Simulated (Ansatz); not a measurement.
# KI in Ansatz: convergence with k mesh

Input of the first run (k mesh 2 × 2 × 2); the others differ in this setting and in those tied to it:

input.yaml

```yaml
crystal:
  lattice:
    - [4.29119666, 0.0, 0.0]
    - [0.0, 4.29119666, 0.0]
    - [0.0, 0.0, 4.29119666]
  atoms:
    - { symbol: I, position: [0.5, 0.5, 0.5] }
    - { symbol: K, position: [0.0, 0.0, 0.0] }
hamiltonian:
  xc: r2scan
  pseudopotentials: { kind: paw }
kpoints:
  mp_grid: { grid: [2, 2, 2] }
scf:
  occupations: { method: gaussian, width: 0.1 }
output:
  forces: true
  stress: true
  eigenvalues: true
```

Potentials or basis: Ansatz PAW.

The run is started by

```bash
$ ansatz run input.yaml --threads 2 --pin off --max-ram 5632MiB --backend cpu --events-out ev --progress --plain --runs-dir out
```

Measurements of this composition are mostly on another form, of space group No. 225.

Hardware: 2 threads of Intel(R) Xeon(R) Processor @ 2.50GHz (Skylake/Cascade Lake), with other jobs on the host.

The values tried are 2 × 2 × 2, 3 × 3 × 3, 4 × 4 × 4, 5 × 5 × 5, 6 × 6 × 6, 7 × 7 × 7, 9 × 9 × 9, 10 × 10 × 10, loosest first. From which on does the pressure stay within 0.1 GPa of the tightest run that finished?

From 4 × 4 × 4 on.

| k mesh | energy less the tightest run, at zero smearing (meV/atom) | pressure (GPa) | gap on the mesh (eV) | SCF cycles | CPU time (s) | peak memory (GiB) |
| --- | --- | --- | --- | --- | --- | --- |
| 2 × 2 × 2 | 194.35 | 1.78 | 3.938 | 6 | 4.1 | 0.45 |
| 3 × 3 × 3 | 21.80 | 0.28 | 4.164 | 6 | 4.5 | 0.45 |
| 4 × 4 × 4 | 3.66 | 0.07 | 4.038 | 6 | 5.3 | 0.47 |
| 5 × 5 × 5 | 0.65 | 0.03 | 4.098 | 6 | 5.5 | 0.47 |
| 6 × 6 × 6 | 0.13 | 0.02 | 4.042 | 6 | 7.7 | 0.49 |
| 7 × 7 × 7 | 0.03 | 0.01 | 4.073 | 6 | 8 | 0.49 |
| 9 × 9 × 9 | 0.00 | 0.01 | 4.061 | 6 | 12 | 0.52 |
| 10 × 10 × 10 | 0.00 | 0.01 | 4.042 | 6 | 16 | 0.54 |

Against the tightest run, the energy stays within 1 meV/atom from 5 × 5 × 5 on. Not settled before the last step: the gap on the mesh (to 0.01 eV). Meshes of other sizes hit other points, so gaps and Fermi surfaces needn't settle smoothly. The tightest run that finished is the yardstick and may itself not be fully converged.

Caveat, for the tightest run too: spin-orbit coupling is left out, which moves the levels of the heavy elements; the PAW data sets come from PBE, with cores solved anew for the run's functional, which leaves a small shift of forces and pressure.
